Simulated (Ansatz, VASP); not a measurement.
Two plane-wave programs on TePt

File INCAR:

```
SYSTEM = TePt
PREC = Accurate
ENCUT = 520
EDIFF = 1E-6
ISMEAR = 0
SIGMA = 0.15
LREAL = .FALSE.
LASPH = .TRUE.
NELM = 100
ALGO = Normal
ISIF = 2
LWAVE = .FALSE.
LCHARG = .TRUE.
GGA = PS
LELF = .TRUE.
LVHAR = .TRUE.
NBANDS = 24
```

File KPOINTS:

```
Automatic mesh
0
G
  12 12 8
  0 0 0
```

POSCAR

```
TePt
1.0
    4.2229881423      0.0000000000      0.0000000000
   -2.1114940711      3.6572150112      0.0000000000
    0.0000000000      0.0000000000      5.5414485120
Te Pt
2 2
Direct
    0.3333333333      0.6666666667      0.2500000000
    0.6666666667      0.3333333333      0.7500000000
    0.0000000000      0.0000000000      0.0000000000
    0.0000000000      0.0000000000      0.5000000000
```

Input for Ansatz:

```yaml
crystal:
  lattice:
    - [4.2229881423, 0.0, 0.0]
    - [-2.1114940711, 3.6572150112, 0.0]
    - [0.0, 0.0, 5.541448512]
  atoms:
    - { symbol: Te, position: [0.3333333333, 0.6666666667, 0.25] }
    - { symbol: Te, position: [0.6666666667, 0.3333333333, 0.75] }
    - { symbol: Pt, position: [0.0, 0.0, 0.0] }
    - { symbol: Pt, position: [0.0, 0.0, 0.5] }
basis:
  ecutwfc: 420
kpoints:
  mp_grid: { grid: [12, 12, 8] }
hamiltonian:
  xc: pbesol
  pseudopotentials: { kind: paw, azcp: { folder: soft_1 } }
scf:
  occupations: { method: gaussian, width: 0.15 }
output:
  forces: true
  stress: true
  eigenvalues: true
```

Measurements of this composition are mostly on another form, of space group No. 166.

Alike in both runs: task single point; functional PBEsol; k mesh 12 × 12 × 8; occupations gaussian, width 0.15 eV; no spin polarisation.

|  | VASP | Ansatz |
| --- | --- | --- |
| version | VASP 6.6.1 | Ansatz 0.2.0 |
| potentials or method | VASP PAW PBE potentials, release 64 (Te, Pt) | scalar-relativistic, plane waves, PAW |
| plane-wave cutoff (eV) | 520 | 420 |
| valence electrons in the cell | 32 | 68 |

Ansatz gave:

```
gap on the k mesh at the Fermi level (eV) : none
pressure (GPa)                            : 0.0
```

Question: Estimate VASP's values.

Answer: gap on the k mesh at the Fermi level (eV): none; pressure (GPa): -0.1.

A gap of «none» marks a metal or a gap that the smearing closes. The two sets of potentials don't hold the same shells in valence. Ansatz warned: «pseudo_functional_mismatch».

Caveats: the PAW data sets were made with another functional, which shifts forces and pressure a little (VASP). The runs have no spin-orbit coupling, so splittings on Pt, Te are missing.
